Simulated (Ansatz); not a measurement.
# Te: the cost of one run

Program: Ansatz 0.2.0. Level of theory: DFT PBEsol, scalar-relativistic, plane waves, PAW. These are calculated values, not measurements.

### 1 The system as given

Symmetry: R-3m, No. 166, trigonal system. The conventional cell has a = 4.612 Å, b = 4.612 Å, c = 5.073 Å, α = 90.00°, β = 90.00°, γ = 120.00°. Te (site symmetry -3m) is surrounded by 6 Te at 3.15 Å.

Structure file:

```
CELL_PARAMETERS angstrom
2.30590 1.33131 1.69095
-2.30590 1.33131 1.69095
0.00000 -2.66263 1.69095
ATOMIC_POSITIONS crystal
Te 0.50000 0.50000 0.50000
```

The structure comes from the Materials Project (structure only).

### 2 A distortion that keeps the symmetry

The change: strain xx, yy, zz, yz, xz, xy = +1.2, +1.2, +4.2, +0.0, +0.0, +0.0 %.

File input.yaml:

```yaml
crystal:
  lattice:
    - [2.333137073, 1.3470373172, 1.7616524783]
    - [-2.333137073, 1.3470373172, 1.7616524783]
    - [0.0, -2.6940746342, 1.7616524783]
  atoms:
    - { symbol: Te, position: [0.5, 0.5, 0.5] }
basis:
  ecutwfc: 420
kpoints:
  mp_grid: { grid: [15, 15, 15] }
hamiltonian:
  xc: pbesol
scf:
  occupations: { method: gaussian, width: 0.1 }
output:
  forces: true
  stress: true
  eigenvalues: true
  write_density: true
  write_potential: true
  elf: true
  volumetric_format: npy
```

Run with:

```console
$ ansatz run input.yaml --threads 1 --pin off --max-ram 1331MiB --backend cpu --events-out ev --progress --plain --runs-dir out
```

What time and memory should one allow on 1 thread of an x86-64 CPU, shared host?

About 19 s, with a peak of 0.41 GiB.
